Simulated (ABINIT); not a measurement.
# GaAs (F-43m) in ABINIT: further runs, part 2 of 2

ABINIT 10.8.3 (patched build). The steps go on from the part before.

## (3) Band structure, revPBE

Input file run.abi:

```
ndtset 2

pp_dirpath "./"
pseudos "As.GGA_PBE-JTH_sp.xml, Ga.GGA_PBE-JTH.xml"

acell 3*1.0 Angstrom
rprim
     0.0000000000     2.8268500000     2.8268500000
     2.8268500000     0.0000000000     2.8268500000
     2.8268500000     2.8268500000     0.0000000000
ntypat 2
znucl 33 31
natom 2
typat 1 2
xred
     0.7500000000     0.7500000000     0.7500000000
     0.0000000000     0.0000000000     0.0000000000

ecut 17.0
pawecutdg 34.0

ixc 14

occopt 3
tsmear 0.05 eV

nstep 100

iomode 3
prtwf 0
prteig 0
prtebands 0
enunit 1
prtden1 1

kptopt1 1
ngkpt1 8 8 8
nshiftk1 1
shiftk1 0.0 0.0 0.0
nband1 13
tolvrs1 1.0e-9

iscf2 -2
getden2 1
nband2 17
nbdbuf2 2
tolwfr2 1.0e-12
kptopt2 -9
ndivsm2 8
prteig2 1
prtvol2 -3
kptbounds2
     0.0000000000     0.0000000000     0.0000000000
     0.5000000000     0.0000000000     0.5000000000
     0.5000000000     0.2500000000     0.7500000000
     0.3750000000     0.3750000000     0.7500000000
     0.0000000000     0.0000000000     0.0000000000
     0.5000000000     0.5000000000     0.5000000000
     0.6250000000     0.2500000000     0.6250000000
     0.5000000000     0.2500000000     0.7500000000
     0.5000000000     0.5000000000     0.5000000000
     0.3750000000     0.3750000000     0.7500000000
```

Potentials or basis: JTH PAW PBE v2.0 sp.

Started as:

```console
$ abinit run.abi > log 2>&1
```

Run time: 40 s. Hardware: 1 thread of Arm Neoverse V2, shared host; peak memory 0.13 GiB.

The run converged. Its results:

| Quantity | Value |
| --- | --- |
| Free energy | -2324.9840 eV |
| Pressure | 4.8 GPa |
| Band gap on the k mesh | 0.62 eV, direct |
| Band gap along the path | 0.62 eV, direct |
| Valence electrons inside the program's atomic spheres | As 2.77; Ga 11.07 |

Levels at the corners of the path, in eV from the valence-band top:
```tsv
point	band 6	band 7	band 8	band 9	band 10	band 11	band 12	band 13
Γ	-12.70	0.00	0.00	0.00	0.62	3.78	3.78	3.78
X	-10.20	-6.79	-2.67	-2.67	1.54	1.72	10.27	10.27
W	-10.14	-6.60	-3.51	-3.32	4.67	4.80	5.50	6.16
K	-10.24	-6.60	-3.83	-2.25	2.03	4.71	8.07	8.15
Γ	-12.70	0.00	0.00	0.00	0.62	3.78	3.78	3.78
L	-10.94	-6.60	-1.14	-1.14	1.08	4.69	4.69	7.93
U	-10.24	-6.60	-3.83	-2.25	2.03	4.71	8.07	8.15
W	-10.14	-6.60	-3.51	-3.32	4.67	4.80	5.50	6.16
L	-10.94	-6.60	-1.14	-1.14	1.08	4.69	4.69	7.93
K	-10.24	-6.60	-3.83	-2.25	2.03	4.71	8.07	8.15
```

Caveat: the PAW data sets were made with another functional, which shifts forces and pressure a little; this set keeps more shells in the core, which shifts pressures and gaps.

## (4) Equation of state, LDA-Teter

Input file run.abi:

```
# Datasets: one volume each
ndtset 7
getwfk -1
scalecart1 3*0.9795861087
scalecart2 3*0.9864848297
scalecart3 3*0.9932883884
scalecart4 3*1.0000000000
scalecart5 3*1.0066227096
scalecart6 3*1.0131594038
scalecart7 3*1.0196128224

# Pseudopotentials
pp_dirpath "./"
pseudos "As.LDA_PW-JTH_sp.xml, Ga.LDA_PW-JTH.xml"

# Structure
acell 3*1.0
rprim
     0.0000000000     5.3419722954     5.3419722954
     5.3419722954     0.0000000000     5.3419722954
     5.3419722954     5.3419722954     0.0000000000
ntypat 2
znucl 33 31
natom 2
typat 1 2
xred
     0.7500000000     0.7500000000     0.7500000000
     0.0000000000     0.0000000000     0.0000000000

# Plane-wave basis
ecut 17.0
pawecutdg 34.0

# k points
kptopt 1
ngkpt 8 8 8
nshiftk 1
shiftk 0.0 0.0 0.0

# Exchange and correlation
ixc 1

# Bands and occupations
nband 13
occopt 3
tsmear 0.05 eV

# SCF cycle
nstep 100
tolvrs 1.0e-9

# Output
iomode 3
prtwf 1
prtden 0
prteig 0
prtebands 0
```

Potentials or basis: JTH PAW LDA v2.0 sp.

Started as:

```console
$ abinit run.abi > log 2>&1
```

Run time: 55 s. Hardware: 1 thread of Arm Neoverse V2, shared host; peak memory 0.13 GiB.

The run converged. Its results:

| Quantity | Value |
| --- | --- |
| Equilibrium volume | 22.05 Å³/atom |
| Bulk modulus | 74 GPa |
| Pressure derivative of the bulk modulus | 5.0 |

Energy against volume, from the lowest point:
```
volume (Å³/atom)  energy (meV/atom)
          21.234               7.38
          21.686               1.35
          22.138               0.00
          22.590               2.84
          23.041               9.38
          23.493              19.18
          23.945              31.86
```

Caveat: pressures at fixed basis lie under the slope of the energies; this set keeps more shells in the core, which shifts pressures and gaps. Zero-point motion and thermal expansion aren't in these numbers.

## (5) Band structure, PBE, spin-orbit coupling, no magnetisation

Input file run.abi:

```
ndtset 2

pp_dirpath "./"
pseudos "As.GGA_PBE-JTH_sp.xml, Ga.GGA_PBE-JTH.xml"

acell 3.9977696088 3.9977696088 3.9977696088 Angstrom
rprim
     0.0000000000     0.7071067812     0.7071067812
     0.7071067812     0.0000000000     0.7071067812
     0.7071067812     0.7071067812     0.0000000000
ntypat 2
znucl 33 31
natom 2
typat 1 2
xred
     0.7500000000     0.7500000000     0.7500000000
     0.0000000000     0.0000000000     0.0000000000

ecut 17.0
pawecutdg 34.0

ixc 11

occopt 3
tsmear 0.05 eV

nspinor 2
nspden 1
pawspnorb 1

nstep 100

iomode 3
prtwf 0
prteig 0
prtebands 0
enunit 2
prtden1 1

kptopt1 4
ngkpt1 8 8 8
nshiftk1 1
shiftk1 0.0 0.0 0.0
nband1 26
tolvrs1 1.0e-9

iscf2 -2
getden2 1
nband2 34
nbdbuf2 2
tolwfr2 1.0e-12
kptopt2 -9
ndivsm2 6
prteig2 1
prtvol2 -3
kptbounds2
     0.0000000000     0.0000000000     0.0000000000
     0.5000000000     0.0000000000     0.5000000000
     0.5000000000     0.2500000000     0.7500000000
     0.3750000000     0.3750000000     0.7500000000
     0.0000000000     0.0000000000     0.0000000000
     0.5000000000     0.5000000000     0.5000000000
     0.6250000000     0.2500000000     0.6250000000
     0.5000000000     0.2500000000     0.7500000000
     0.5000000000     0.5000000000     0.5000000000
     0.3750000000     0.3750000000     0.7500000000
```

Potentials or basis: JTH PAW PBE v2.0 sp.

Started as:

```console
$ abinit run.abi > log 2>&1
```

Run time: 3.1 min. Hardware: 1 thread of Arm Neoverse V2, shared host; peak memory 0.2 GiB.

It converged, with:

```yaml
Free_energy: -2327.3570 eV
Pressure: 3.4 GPa
Band_gap_on_the_k_mesh: 0.42 eV, direct
Band_gap_along_the_path: 0.42 eV, direct
Valence_electrons_inside_the_program's_atomic_spheres: As 2.77; Ga 11.08
```

Levels at the corners of the path, in eV from the valence-band top:
```tsv
point	band 14	band 15	band 16	band 17	band 18	band 19	band 20	band 21	band 22	band 23
Γ	-0.33	0.00	0.00	0.00	0.00	0.42	0.42	3.52	3.52	3.71
X	-6.93	-2.83	-2.83	-2.74	-2.74	1.36	1.36	1.55	1.55	10.08
W	-6.71	-3.71	-3.59	-3.47	-3.43	4.42	4.61	4.63	4.66	5.29
K	-6.72	-4.00	-3.94	-2.37	-2.36	1.86	1.86	4.52	4.58	7.87
Γ	-0.33	0.00	0.00	0.00	0.00	0.42	0.42	3.52	3.52	3.71
L	-6.75	-1.35	-1.35	-1.15	-1.15	0.90	0.90	4.51	4.51	4.60
U	-6.72	-4.00	-3.94	-2.37	-2.36	1.86	1.86	4.52	4.58	7.87
W	-6.71	-3.71	-3.59	-3.47	-3.43	4.42	4.61	4.63	4.66	5.29
L	-6.75	-1.35	-1.35	-1.15	-1.15	0.90	0.90	4.51	4.51	4.60
K	-6.72	-4.00	-3.94	-2.37	-2.36	1.86	1.86	4.52	4.58	7.87
```

Caveat: this set keeps more shells in the core, which shifts pressures and gaps.

## (6) The runs side by side

| task | level | potentials or basis | spin | gap on the mesh (eV) | pressure (GPa) |
| --- | --- | --- | --- | --- | --- |
| band structure | LDA-PZ | JTH PAW LDA v2.0 | off | 0.28 | -2.0 |
| band structure | revPBE | JTH PAW PBE v2.0 sp | off | 0.62 | 4.8 |
| equation of state | LDA-Teter | JTH PAW LDA v2.0 sp | off | - | - |
| band structure | PBE | JTH PAW PBE v2.0 sp | SOC, no magnetisation | 0.42 | 3.4 |

Alike in all rows: cell as given; k mesh 8 × 8 × 8; cutoff (eV) 463; smearing fermi-dirac 0.05 eV.

Caveats: this set keeps more shells in the core, which shifts pressures and gaps (some runs); the PAW data sets were made with another functional, which shifts forces and pressure a little (some runs); pressures at fixed basis lie under the slope of the energies (some runs).

Total energies depend on the potentials used, so only differences within one code and one set of settings carry meaning.

## (7) How close it comes

Step 2. A measured gap of GaAs is 1.418 eV (direct; 300 K; “Evidence of valence band perturbations in GaAsN/GaAs(001): A combined variable-angle spectroscopic ellipsometry and modulated photoreflectance investigation”, 2008, arxiv:0805.2212); the calculated 0.28 eV misses it by -1.14 eV. So large a miss can be the level of theory's own, or it may mean another phase, state or a wrong row. 3 values of this kind are on record (1.412 to 1.51 eV); this one was drawn at random among those near their median, those with a stated uncertainty first. Spin-orbit coupling on As, Ga is left out. The value is that of LDA-PZ, without temperature or zero-point motion. Semilocal functionals fall short of measured gaps as a rule.

Step 3. Measured gap of GaAs: 1.412 eV (direct; 300 K; “Evidence of valence band perturbations in GaAsN/GaAs(001): A combined variable-angle spectroscopic ellipsometry and modulated photoreflectance investigation”, 2008, arxiv:0805.2212). This calculation gives 0.62 eV (-0.79 eV). 3 values of this kind are on record (1.412 to 1.51 eV); this one was drawn at random among those near their median, those with a stated uncertainty first. Spin-orbit coupling on As, Ga is left out. The value is that of revPBE, without temperature or zero-point motion. Semilocal functionals fall short of measured gaps as a rule.

Step 5. Measured gap of GaAs: 1.412 eV (direct; 300 K; “Evidence of valence band perturbations in GaAsN/GaAs(001): A combined variable-angle spectroscopic ellipsometry and modulated photoreflectance investigation”, 2008, arxiv:0805.2212). This calculation gives 0.42 eV (-0.99 eV). 3 values of this kind are on record (1.412 to 1.51 eV); this one was drawn at random among those near their median, those with a stated uncertainty first. The value is that of PBE, without temperature or zero-point motion. Semilocal functionals fall short of measured gaps as a rule.
